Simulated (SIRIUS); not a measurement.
## Pd under changes of volume

One of the cells (15.045 Å³/atom); the others are scaled copies at fixed shape and fractional positions:

```xyz
1
Lattice="0.0000 1.9594 1.9594 1.9594 0.0000 1.9594 1.9594 1.9594 0.0000" Properties=species:S:1:pos:R:3 pbc="T T T"
Pd    0.0000    0.0000    0.0000
```

* Program: SIRIUS 7.12.0
* Functional: PBEsol
* Potentials or basis: PseudoDojo 0.4.1 PBEsol standard (scalar relativistic)
* Cutoff: 1127 eV
* Density cutoff: 4507 eV
* k mesh: 12 × 12 × 12
* Occupations: fermi-dirac, width 0.05 eV
* Spin: no spin polarisation

| volume (Å³/atom) | energy over the lowest point (meV/atom) | pressure (GPa) |
| --- | --- | --- |
| 13.865 | 20.95 | 11.0 |
| 14.160 | 5.90 | 5.7 |
| 14.455 | 0.00 | 1.1 |
| 15.045 | 11.18 | -6.5 |
| 15.340 | ? | ? |
| 15.635 | 46.74 | -12.3 |

Question: What does the run at 15.340 Å³/atom give?

Answer: Energy over the lowest point 26.31 meV/atom; pressure -9.6 GPa.

Worked out: A Birch-Murnaghan fit of order 3 (a polynomial in V^(-2/3)) to the other rows has its minimum at 14.52 Å³/atom with B0 = V·E''(V) = 207 GPa and B' = 5.7. It gives 26.32 meV/atom at 15.340 Å³/atom, against the run's 26.31, and -dE/dV = -9.7 GPa, against -9.6.

Energies are extrapolated to zero smearing.

Caveats: this set's palladium file may shift the pressure by some GPa.
